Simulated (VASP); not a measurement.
The system is C.

```
CELL_PARAMETERS angstrom
2.46729 0.00000 0.00000
-1.23365 2.13674 0.00000
0.00000 0.00000 7.80307
ATOMIC_POSITIONS crystal
C 0.00000 0.00000 0.25000
C 0.00000 0.00000 0.75000
C 0.33333 0.66667 0.25000
C 0.66667 0.33333 0.75000
```

| Quantity | Value |
| --- | --- |
| Program | VASP 6.6.1 |
| Task | relaxation of cell and atoms |
| Functional | RPBE |
| Potentials or basis | VASP PAW PBE potentials, release 64 (C) |
| Cutoff | 600 eV |
| k mesh | 12 × 12 × 4 |
| Occupations | gaussian, width 0.03 eV |
| Spin | no spin polarisation |

At the start: pressure 3.1 GPa; volume 10.28 Å³/atom.

Problem. How do energy, volume and symmetry change on relaxing?

Solution. Over 14 steps the energy falls by 6.3 meV/atom and the volume is 12.00 Å³/atom (+16.6 %); space group P6_3/mmc (No. 194, to 0.05 Å).

Step by step:
| step | energy change (eV) | largest force (eV/Å) | pressure (GPa) | volume (Å³) |
| --- | --- | --- | --- | --- |
| 1 | 0.0000 | 0.0000 | 3.12 | 41.14 |
| 2 | 0.0148 | 0.0000 | -5.35 | 42.34 |
| 3 | -0.0044 | 0.0000 | 0.26 | 41.52 |
| 4 | -0.0054 | 0.0000 | 0.13 | 41.66 |
| 5 | -0.0079 | 0.0000 | 0.21 | 42.04 |
| 6 | -0.0123 | 0.0000 | 0.02 | 42.80 |
| 7 | -0.0188 | 0.0000 | 0.07 | 44.31 |
| 8 | -0.0251 | 0.0000 | -0.11 | 47.35 |
| 9 | -0.0253 | 0.0000 | -0.12 | 47.79 |
| 10 | -0.0253 | 0.0000 | -0.18 | 48.68 |
| 11 | -0.0254 | 0.0000 | -0.16 | 48.17 |
| 12 | -0.0254 | 0.0000 | -0.16 | 48.01 |
| 13 | -0.0132 | 0.0000 | 4.14 | 47.38 |
| 14 | -0.0254 | 0.0000 | 0.01 | 47.98 |

Final structure:
```
C
1.0
     2.47766    0.00000    0.00000
    -1.23883    2.14572    0.00000
     0.00000    0.00000    9.02590
C
4
Direct
  0.00000 0.00000 0.25000
  0.00000 0.00000 0.75000
  0.33333 0.66667 0.25000
  0.66667 0.33333 0.75000
```

Caveat: the volume moved by over 15 % at a fixed basis, so the end points are rough; the PAW data sets were made with another functional, which shifts forces and pressure a little; this functional lacks dispersion, which binds the layers, so the pressure and a relaxed spacing across them are unreliable, and here the layers came unbound.
